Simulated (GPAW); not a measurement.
## WS2 and the effect of the volume of the cell

```
W S
1.0
     3.18000    0.00000    0.00000
    -1.59000    2.75396    0.00000
     0.00000    0.00000   12.50000
W S
2 4
Cartesian
  1.5900 0.9180 9.3750
  0.0000 1.8360 3.1250
  1.5900 0.9180 4.6875
  0.0000 1.8360 10.9375
  1.5900 0.9180 1.5625
  0.0000 1.8360 7.8125
```

Kept alike: task dielectric tensor; functional PBE; k mesh 8 × 8 × 2; occupations fermi-dirac, width 0.001 eV; no spin polarisation. Program: GPAW, GPAW PAW data sets (gpaw-data 1.2.1), cutoff 400 eV. The mesh is that of the run's cell of 6 atoms. No spin-orbit coupling.

| volume of cell, f (times the cell shown) | free energy over the lowest row (meV/atom) |
| --- | --- |
| 0.94 | 55.57 |
| 0.96 | 28.69 |
| 0.98 | 11.09 |
| 1 | 1.80 |
| 1.02 | 0.00 |
| 1.04 | 4.92 |
| 1.06 | 15.89 |

The cell shown is the unstrained one; x, y and z are its Cartesian axes; atoms keep their fractions.

The free energy is lowest at 1.02, and 55.57 meV an atom higher at 0.94.
